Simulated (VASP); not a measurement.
# SnTe (Fm-3m) in VASP: further runs

Runs on SnTe. Level: PBE. Tasks: single point.

Everything below comes from runs of VASP 6.6.1. Logs are shortened: lines on timing, memory, paths and dates and some standing lists are left out, and cuts for length are marked.

### 1 The crystal as given

Symmetry: Fm-3m, No. 225, cubic system. The conventional cell has a = 6.302 Å, b = 6.302 Å, c = 6.302 Å, α = 90.00°, β = 90.00°, γ = 90.00°. Te (site symmetry m-3m) is surrounded by 6 Sn at 3.15 Å. Sn (site symmetry m-3m) is surrounded by 6 Te at 3.15 Å.

### 2 Single point, PBE

File INCAR:

```
SYSTEM = SnTe
ADDGRID  = .False.      
ALGO     = Normal         ! electronic algorithm
EDIFF    = 1E-7           ! SCF threshold, eV
ENCUT    = 650            ! plane-wave cutoff, eV
GGA      = PE             ! functional
ISIF     = 2              ! what is computed and relaxed
ISMEAR   = 0              ! smearing method
LASPH    = .True.         ! aspherical terms in the spheres
LCHARG   = .False.        ! write CHGCAR
LREAL    = .False.        ! projectors in reciprocal space
LWAVE    = .False.        ! write WAVECAR
NELM     = 100            ! most SCF steps
PREC     = Accurate       ! precision mode
SIGMA    = 0.05           ! smearing width, eV
```

File KPOINTS:

```
k-points
0
Gamma
  9 9 9
  0 0 0
```

File POSCAR:

```
SnTe
1.0
    0.0000000000      3.1508500000      3.1508500000
    3.1508500000      0.0000000000      3.1508500000
    3.1508500000      3.1508500000      0.0000000000
Te Sn
1 1
Direct
    0.5000000000      0.5000000000      0.5000000000
    0.0000000000      0.0000000000      0.0000000000
```

Potentials or basis: VASP PAW PBE potentials, release 64 (Te, Sn_d).

Launch:

```
$ cat potpaw_PBE.64/Te/POTCAR potpaw_PBE.64/Sn_d/POTCAR > POTCAR
$ mpirun -np 1 vasp_std > vasp.out
```

OUTCAR:

```text
SYSTEM = SnTe
   EDIFF = 1E-7
   ENCUT = 650
   GGA = PE
   ISIF = 2
   ISMEAR = 0
   LASPH = .True.
   LREAL = .False.
   NELM = 100
   PREC = Accurate

 Found     35 irreducible k-points:

 Following reciprocal coordinates:
            Coordinates               Weight
  0.000000  0.000000  0.000000      1.000000
  0.111111  0.000000  0.000000      8.000000
  0.222222  0.000000  0.000000      8.000000
  0.333333  0.000000  0.000000      8.000000
  0.444444  0.000000  0.000000      8.000000
  0.111111  0.111111  0.000000      6.000000
   k-points           NKPTS =     35   k-points in BZ     NKDIM =     35   number of bands    NBANDS=     14
   number of dos      NEDOS =    301   number of ions     NIONS =      2
   total plane-waves  NPLWV =  64000
   dimension x,y,z NGX =    40 NGY =   40 NGZ =   40
   dimension x,y,z NGXF=    80 NGYF=   80 NGZF=   80
   ions per type =               1   1
   NGX,Y,Z   is equivalent  to a cutoff of  14.92, 14.92, 14.92 a.u.
   NGXF,Y,Z  is equivalent  to a cutoff of  29.85, 29.85, 29.85 a.u.
 SYSTEM =  SnTe
   PREC   = accura    normal or accurate (medium, high low for compatibility)
   ISTART =      0    job   : 0-new  1-cont  2-samecut
   ICHARG =      2    charge: 1-file 2-atom 10-const
   ISPIN  =      1    spin polarized calculation?
   LNONCOLLINEAR =      F non collinear calculations
   LSORBIT =      F    spin-orbit coupling
   LASPH  =      T    aspherical Exc in radial PAW
   ENCUT  =  650.0 eV  47.77 Ry    6.91 a.u.   9.26  9.26  9.26*2*pi/ulx,y,z
   NELM   =    100;   NELMIN=  2; NELMDL= -5     # of ELM steps
   EDIFF  = 0.1E-06   stopping-criterion for ELM
   LREAL  =      F    real-space projection
   EDIFFG = 0.1E-05   stopping-criterion for IOM
   NSW    =      0    number of steps for IOM
   IBRION =     -1    ionic relax: 0-MD 1-quasi-New 2-CG
   NFREE  =      0    steps in history (QN), initial steepest desc. (CG)
   ISIF   =      2    stress and relaxation
   ISYM   =      2    0-nonsym 1-usesym 2-fastsym
   POTIM  = 0.5000    time-step for ionic-motion
   TEBEG  =    0.0;   TEEND  =   0.0 temperature during run
   PSTRESS=    0.0 pullay stress
   NELECT =      20.0000    total number of electrons
   NUPDOWN=      -1.0000    fix difference up-down
   EMIN   =  10.00;   EMAX   =-10.00  energy-range for DOS
   EFERMI =   0.00;   METHOD = LEGACY
   ISMEAR =     0;   SIGMA  =   0.05  broadening in eV -4-tet -1-fermi 0-gaus
   EFERMI_NEDOS =   21; number of points for ismear=-14 and -15
   IALGO  =     38    algorithm
   IMIX   =      4    mixing-type and parameters
     AMIX     =   0.40;   BMIX     =  1.00
     AMIX_MAG =   1.60;   BMIX_MAG =  1.00
  volume/ion in A,a.u.               =      31.28       211.10
  Fermi-wavevector in a.u.,A,eV,Ry     =   1.119387  2.115336 17.048485  1.253028
  Thomas-Fermi vector in A             =   2.256026
   LORBIT       =      0    0 simple, 1 ext, 2 COOP (PROOUT), +10 PAW based schemes
   GGA     = PE    functional components
   LHFCALC =     F    Hartree Fock is set to
   AEXX    =    0.0000 exact exchange contribution
   IVDW    =     0    specifies the selected vdW correction
   LEPSILON=     F    determine dielectric tensor
   LRPA    =     F    only Hartree local field effects (RPA)
 non-spin polarized calculation
 Gauss-broadening in eV      SIGMA  =   0.05
  energy-cutoff  :      650.00
  volume of cell :       62.56
 maximum number of plane-waves:      2397
 NGX is ok and might be reduce to    40
   NGX = 19   NGY = 19   NGZ = 19

 number of electron      19.9999998 magnetization

 Free energy of the ion-electron system (eV)
  ---------------------------------------------------
  ext. energy  EPLUGINS =         0.00000000
  ---------------------------------------------------
  free energy    TOTEN  =        -7.54454970 eV

  energy without entropy =       -7.54454970  energy(sigma->0) =       -7.54454970

 E-fermi :   7.0260     XC(G=0):  -9.4945

 val. band max:        6.7778901451   @ k =   0.4444   0.0000   0.0000
 cond. band min:       7.2936460596   @ k =   0.4444   0.0000   0.0000
 fundamental gap:      0.5157559145
 Fermi energy:         7.0259753095

 k-point     1 :       0.0000    0.0000    0.0000
  band No.  band energies     occupation
      1     -14.9453      2.00000
      2     -14.9453      2.00000
      3     -14.9395      2.00000
      4     -14.9395      2.00000
      5     -14.9395      2.00000
      6      -5.8469      2.00000
      7       2.2805      2.00000
      8       4.8125      2.00000
      9       4.8125      2.00000
     10       4.8125      2.00000
     11      10.3084      0.00000
     12      10.3084      0.00000
     13      10.3084      0.00000
     14      11.7078      0.00000

 k-point     2 :       0.1111    0.0000    0.0000
  band No.  band energies     occupation
      1     -14.9458      2.00000
      2     -14.9458      2.00000
      3     -14.9393      2.00000
      4     -14.9388      2.00000
      5     -14.9388      2.00000
      6      -5.7426      2.00000
      7       1.6956      2.00000
      8       4.8305      2.00000
      9       4.8305      2.00000
     10       5.2299      2.00000
     11       9.7454      0.00000
     12       9.7454      0.00000
     13       9.7743      0.00000
     14      11.6491      0.00000
[... 37 lines left out ...]
      1     -14.9504      2.00000
      2     -14.9504      2.00000
      3     -14.9380      2.00000
      4     -14.9327      2.00000
      5     -14.9327      2.00000
      6      -4.6293      2.00000
      7      -1.2692      2.00000
      8       5.1286      2.00000
      9       5.1286      2.00000
     10       6.7779      2.00000
     11       7.2936      0.00000
     12       7.3959      0.00000
     13       7.3959      0.00000
     14      14.2297      0.00000

 k-point     6 :       0.1111    0.1111    0.0000
  band No.  band energies     occupation
      1     -14.9471      2.00000
      2     -14.9448      2.00000
      3     -14.9400      2.00000
      4     -14.9383      2.00000
      5     -14.9383      2.00000
      6      -5.7081      2.00000
      7       1.6302      2.00000
      8       4.5679      2.00000
      9       4.5679      2.00000
     10       5.7672      2.00000
     11       8.6306      0.00000
     12      10.3572      0.00000
     13      10.3572      0.00000
     14      11.0409      0.00000

 [... further k-points ...]

------------------------ aborting loop because EDIFF is reached ----------------------------------------

  FORCE on cell =-STRESS in cart. coord.  units (eV):
  Direction    XX          YY          ZZ          XY          YZ          ZX
  --------------------------------------------------------------------------------------
  -------------------------------------------------------------------------------------
  Total        0.8958264      0.8958264      0.8958264      0.0000000     -0.0000000     -0.0000000
  in kB       22.9414708     22.9414708     22.9414708      0.0000000     -0.0000000     -0.0000000
  external PRESSURE =      22.9414708 kB  Pullay stress =       0.0000000 kB

 VOLUME and BASIS-vectors are now :
 -----------------------------------------------------------------------------
  energy-cutoff  :      650.00
  volume of cell :       62.56
      direct lattice vectors                 reciprocal lattice vectors
     0.000000000  3.150850000  3.150850000    -0.158687338  0.158687338  0.158687338
     3.150850000  0.000000000  3.150850000     0.158687338 -0.158687338  0.158687338
     3.150850000  3.150850000  0.000000000     0.158687338  0.158687338 -0.158687338

 POSITION                                       TOTAL-FORCE (eV/Angst)
 -----------------------------------------------------------------------------------
      3.15085      3.15085      3.15085         0.000000      0.000000      0.000000
      0.00000      0.00000      0.00000        -0.000000     -0.000000     -0.000000
 -----------------------------------------------------------------------------------
    total drift:                                0.000000     -0.000000     -0.000000

  FREE ENERGIE OF THE ION-ELECTRON SYSTEM (eV)
  ---------------------------------------------------
  free  energy   TOTEN  =        -7.5445496998 eV

  energy  without entropy=       -7.5445496998  energy(sigma->0) =       -7.54454970
```

OSZICAR:

```text
N       E                     dE             d eps       ncg     rms          rms(c)
DAV:   1     0.133273711180E+03    0.13327E+03   -0.10913E+04   986   0.190E+03
DAV:   2     0.420588539138E+01   -0.12907E+03   -0.12666E+03  1010   0.417E+02
DAV:   3    -0.728714295795E+01   -0.11493E+02   -0.11343E+02  1298   0.107E+02
DAV:   4    -0.758092204761E+01   -0.29378E+00   -0.29365E+00  1082   0.180E+01
DAV:   5    -0.759384309353E+01   -0.12921E-01   -0.12921E-01  1416   0.371E+00    0.467E+00
DAV:   6    -0.754274431816E+01    0.51099E-01   -0.12917E-01  1256   0.277E+00    0.293E+00
DAV:   7    -0.754421858839E+01   -0.14743E-02   -0.52779E-02  1186   0.136E+00    0.786E-01
DAV:   8    -0.754442431807E+01   -0.20573E-03   -0.73748E-03  1160   0.812E-01    0.177E-01
DAV:   9    -0.754453321210E+01   -0.10889E-03   -0.52476E-04  1242   0.263E-01    0.368E-02
DAV:  10    -0.754454438530E+01   -0.11173E-04   -0.75884E-05  1094   0.852E-02    0.159E-02
DAV:  11    -0.754455084470E+01   -0.64594E-05   -0.37863E-05  1070   0.557E-02    0.222E-02
DAV:  12    -0.754455018625E+01    0.65845E-06   -0.29513E-06  1214   0.140E-02    0.112E-02
DAV:  13    -0.754454951407E+01    0.67218E-06   -0.85099E-07  1154   0.761E-03    0.271E-03
DAV:  14    -0.754454964489E+01   -0.13082E-06   -0.26722E-07   754   0.625E-03    0.190E-03
DAV:  15    -0.754454969977E+01   -0.54878E-07   -0.29555E-08   502   0.137E-03
   1 F= -.75445497E+01 E0= -.75445497E+01  d E =-.640694E-14
```

Wall time 37 s (1 thread of Intel Xeon Platinum 8488C (Sapphire Rapids), shared host); peak memory 0.26 GiB.

These settings aren't checked as converged: the numbers below hold their error.

What came out:

```
Free energy : -7.5445 eV
Pressure    : 2.3 GPa
```

Caveat: this odd mesh misses L, where the gap lies, so gap, dielectric constants and Born charges aren't listed.

### 3 Single point, PBE

Changes to INCAR since step 2:

```diff
@@ -4,3 +4,3 @@
 EDIFF    = 1E-7           ! SCF threshold, eV
-ENCUT    = 650            ! plane-wave cutoff, eV
+ENCUT    = 520            ! plane-wave cutoff, eV
 GGA      = PE             ! functional
```

File KPOINTS:

```
k-points
0
Gamma
  11 11 11
  0 0 0
```

POSCAR is that of step 2.

Potentials or basis: VASP PAW PBE potentials, release 64 (Te, Sn_d).

Launch:

```
$ cat potpaw_PBE.64/Te/POTCAR potpaw_PBE.64/Sn_d/POTCAR > POTCAR
$ mpirun -np 1 vasp_std > vasp.out
```

Wall time 27 s (1 thread of Intel Xeon Platinum 8488C (Sapphire Rapids), shared host); peak memory 0.22 GiB.

The run converged, but some of its settings lie outside the range that counts as converged, so its numbers aren't taken as properties of the crystal.

Results:

```
Free energy : -7.5433 eV
Pressure    : 2.3 GPa
```

Caveat: this odd mesh misses L, where the gap lies, so gap, dielectric constants and Born charges aren't listed.

### 4 Single point, PBE

Changes to INCAR since step 3:

```diff
@@ -4,3 +4,3 @@
 EDIFF    = 1E-7           ! SCF threshold, eV
-ENCUT    = 520            ! plane-wave cutoff, eV
+ENCUT    = 900            ! plane-wave cutoff, eV
 GGA      = PE             ! functional
```

File KPOINTS:

```
k-points
0
Gamma
  9 9 9
  0 0 0
```

POSCAR is that of step 3.

Launch:

```
$ cat potpaw_PBE.64/Te/POTCAR potpaw_PBE.64/Sn_d/POTCAR > POTCAR
$ mpirun -np 1 vasp_std > vasp.out
```

It took 67 s on 1 thread of Intel Xeon Platinum 8488C (Sapphire Rapids), shared host; peak memory 0.34 GiB.

These settings aren't checked as converged: the numbers below hold their error.

Results:

```yaml
Free_energy: -7.5445 eV
Pressure: 2.3 GPa
```

Caveat: this odd mesh misses L, where the gap lies, so gap, dielectric constants and Born charges aren't listed.

### 5 Single point, PBE

Changes to INCAR since step 4:

```diff
@@ -4,3 +4,3 @@
 EDIFF    = 1E-7           ! SCF threshold, eV
-ENCUT    = 900            ! plane-wave cutoff, eV
+ENCUT    = 650            ! plane-wave cutoff, eV
 GGA      = PE             ! functional
```

File KPOINTS:

```
k-points
0
Gamma
  11 11 11
  0 0 0
```

POSCAR is that of step 4.

Launch:

```
$ cat potpaw_PBE.64/Te/POTCAR potpaw_PBE.64/Sn_d/POTCAR > POTCAR
$ mpirun -np 1 vasp_std > vasp.out
```

Wall time 44 s (1 thread of Intel Xeon Platinum 8488C (Sapphire Rapids), shared host); peak memory 0.27 GiB.

The run converged, but some of its settings lie outside the range that counts as converged, so its numbers aren't taken as properties of the crystal.

What came out:

```
Free energy : -7.5435 eV
Pressure    : 2.3 GPa
```

Caveat: this odd mesh misses L, where the gap lies, so gap, dielectric constants and Born charges aren't listed.

### 6 The reference run

An earlier run on the cell as given: functional PBE; potentials or basis VASP PAW PBE potentials, release 64 (Te, Sn_d); cutoff 520 eV; k mesh 7 × 7 × 7; occupations fermi-dirac, width 0.05 eV; no spin polarisation.

* Pressure: 2.2 GPa
